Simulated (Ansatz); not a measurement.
The cell is VBiO₄ (I4_1/amd) from a database structure; cell and atoms were relaxed with r2SCAN. It is tetragonal, I4_1/amd (No. 141); conventional cell a = 7.304 Å, c = 6.441 Å, 14.31 Å³ an atom. V is surrounded by 4 O at 1.71 Å; Bi is surrounded by 8 O at 2.39–2.51 Å; O is surrounded by 1 V at 1.71 Å and 2 Bi at 2.39–2.51 Å.

```cif
data_structure
_symmetry_space_group_name_H-M 'I4_1/amd:1'
_symmetry_Int_Tables_number 141
_cell_length_a 7.3035
_cell_length_b 7.3035
_cell_length_c 6.4407
_cell_angle_alpha 90.000
_cell_angle_beta 90.000
_cell_angle_gamma 90.000
_cell_volume 343.56
loop_
_atom_site_label
_atom_site_type_symbol
_atom_site_symmetry_multiplicity
_atom_site_Wyckoff_symbol
_atom_site_fract_x
_atom_site_fract_y
_atom_site_fract_z
_atom_site_occupancy
V1 V 4 b 0.50000 0.00000 0.25000 1
Bi1 Bi 4 a 0.00000 0.00000 0.00000 1
O1 O 16 h 0.31891 0.50000 0.16908 1
```

The questions ask for values computed with the PAW code Ansatz on this geometry. (Simulation; no magnetic order is allowed.)

Given (6×6×6 mesh): r2SCAN gives an indirect gap of 2.86 eV, from Γ–Z (0.75 of the way from Γ) to k = (0.318, 0.323, -0.323); the least direct gap is 2.87 eV at Γ–Z (0.75 of the way from Γ). Least and direct gap differ so little that the kind isn't settled.

Task: How does the gap change from r2SCAN to PBE (6×6×6)?

Result: The PBE gap is indirect, 2.60 eV (Γ–Z (0.75 of the way from Γ) to Γ–Z (0.70 of the way from Γ)), below the direct gap of 2.61 eV at Γ–Z (0.75 of the way from Γ). Least and direct gap differ so little that the kind isn't settled. The gap differs by -0.26 eV from r2SCAN's.

Task: What does PBE+SOC give for the gap (6×6×6 mesh)?

Result: With PBE+SOC the valence top lies at Γ–Z (0.75 of the way from Γ) and the conduction bottom at k = (0.318, 0.323, -0.323), 2.39 eV higher; the smallest vertical gap, at Γ–Z (0.75 of the way from Γ), is 2.40 eV. Least and direct gap differ so little that the kind isn't settled. Spin-orbit coupling itself accounts for -0.21 eV. The gap differs by -0.47 eV from r2SCAN's.

Task: What does HSE06 give for the gap (4×4×4 mesh)?

Result: With HSE06 the valence top lies at Γ–Z (0.75 of the way from Γ) and the conduction bottom at k = (0.318, 0.323, -0.323), 3.74 eV higher; the smallest vertical gap, at Γ–Z (0.75 of the way from Γ), is 3.75 eV. Least and direct gap differ so little that the kind isn't settled. The gap differs by +0.88 eV from r2SCAN's.

Task: What does PBE0 give for the gap (4×4×4 mesh)?

Result: With PBE0 the valence top lies at Γ–Z (0.75 of the way from Γ) and the conduction bottom at k = (0.318, 0.323, -0.323), 4.448 eV higher; the smallest vertical gap, at Γ–Z (0.75 of the way from Γ), is 4.453 eV. Least and direct gap differ so little that the kind isn't settled. The gap differs by +1.59 eV from r2SCAN's.

Only the levels marked +SOC include spin-orbit coupling.

Where an edge lies off the special points, it is a point of the mesh or the k point where a search put PBE's edge or least direct gap, reused for the other functionals, whose own edges may lie a little apart; PBE's own value is read along its path and can be a few hundredths of an eV high.

Coordinates of k points refer to the reciprocal vectors of the primitive cell of the runs.

The meshes of the hybrids are coarse, so their gaps aren't converged to the digits shown.
